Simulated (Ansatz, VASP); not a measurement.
Two plane-wave programs on Si

INCAR

```
PREC     = Accurate       # precision mode
ENCUT    = 520            # plane-wave cutoff, eV
EDIFF    = 1E-8           # SCF threshold, eV
ISMEAR   = -1             # smearing method
SIGMA    = 0.08           # smearing width, eV
LREAL    = F              # projectors in reciprocal space
LASPH    = T              # aspherical terms in the spheres
NELM     = 100            # most SCF steps
ALGO     = Normal         # electronic algorithm
ISIF     = 2              # what is computed and relaxed
LWAVE    = F              # write WAVECAR
LCHARG   = F              # write CHGCAR
GGA      = CA             # functional
LEFG     = T            
NBANDS   = 11             # bands
```

Contents of KPOINTS:

```
Automatic mesh
0
Gamma
  11 11 11
```

Contents of POSCAR:

```
Si
1.0
    0.0000000000      2.6880391347      2.6880391347
    2.6880391347      0.0000000000      2.6880391347
    2.6880391347      2.6880391347      0.0000000000
Si
2
Direct
    0.5000000000      0.5000000000      0.5000000000
    0.7500000000      0.7500000000      0.7500000000
```

Input for Ansatz:

```yaml
crystal:
  lattice:
    - [0.0, 2.6880391347, 2.6880391347]
    - [2.6880391347, 0.0, 2.6880391347]
    - [2.6880391347, 2.6880391347, 0.0]
  atoms:
    - { symbol: Si, position: [0.5, 0.5, 0.5] }
    - { symbol: Si, position: [0.75, 0.75, 0.75] }
kpoints:
  mp_grid: { grid: [11, 11, 11] }
scf:
  occupations: { method: fermi_dirac, width: 0.08 }
hamiltonian:
  xc: lda
  pseudopotentials: { kind: paw }
output:
  forces: true
  stress: true
  eigenvalues: true
  efg: { contact_densities: true }
```

Change from the starting cell: volume scaled by 0.97, PAW files.

Alike in both runs: task electric field gradients; functional LDA; k mesh 11 × 11 × 11; occupations fermi-dirac, width 0.08 eV; no spin polarisation.

|  | VASP | Ansatz |
| --- | --- | --- |
| version | VASP 6.6.1 | Ansatz 0.2.0 |
| potentials or method | VASP PAW LDA potentials, release 64 (Si) | PAW with Ansatz's default frozen-core files, scalar-relativistic |
| plane-wave cutoff (eV) | 520 | 420 |
| valence electrons in the cell | 8 | 8 |

Ansatz gave:

| Quantity | Value |
| --- | --- |
| pressure (GPa) | 1.4 |
| Vzz of the field gradient on the site that differs most (V/Å²) | 0.0 |

Task: Which values does VASP return?

Result: Pressure (GPa): 1.5; Vzz of the field gradient on the site that differs most (V/Å²): 0.0.

Caveats: an odd mesh through Γ misses points on the zone boundary, where band edges often lie.
